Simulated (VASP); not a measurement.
A run of VASP 6.6.1 is set up as follows.

Contents of INCAR:

```
PREC = Accurate
ENCUT = 600
EDIFF = 1E-6
ISMEAR = 1
SIGMA = 0.1
LREAL = F
LASPH = T
NELM = 80
ALGO = Normal
ISIF = 3
LWAVE = F
LCHARG = F
GGA = PE
IBRION = 2
NSW = 90
EDIFFG = -0.01
```

File KPOINTS:

```
Automatic mesh
0
Gamma
  14 14 14
```

POSCAR

```
Sb
1.0
   -1.8713408900      1.8713408900      1.8713408900
    1.8713408900     -1.8713408900      1.8713408900
    1.8713408900      1.8713408900     -1.8713408900
Sb
1
Direct
    0.0000000000      0.0000000000      0.0000000000
```

Potentials or basis: VASP PAW PBE potentials, release 64 (Sb).

Run with:

```bash
$ cat potpaw_PBE.64/Sb/POTCAR > POTCAR
$ mpirun -np 1 vasp_std > vasp.out
```

(1) Estimate the relaxed cell.

(2) What does it give for the space group after relaxing (to 0.05 Å)?

(3) Predict the relaxed volume.

(4) Predict the band gap on the k mesh.

## Answers

(1) a = 3.277 Å, b = 3.277 Å, c = 3.277 Å, α = 109.47°, β = 109.47°, γ = 109.47°.

(2) Im-3m (No. 229).

(3) 27.09 Å³/atom.

(4) none (metal or under the smearing width).
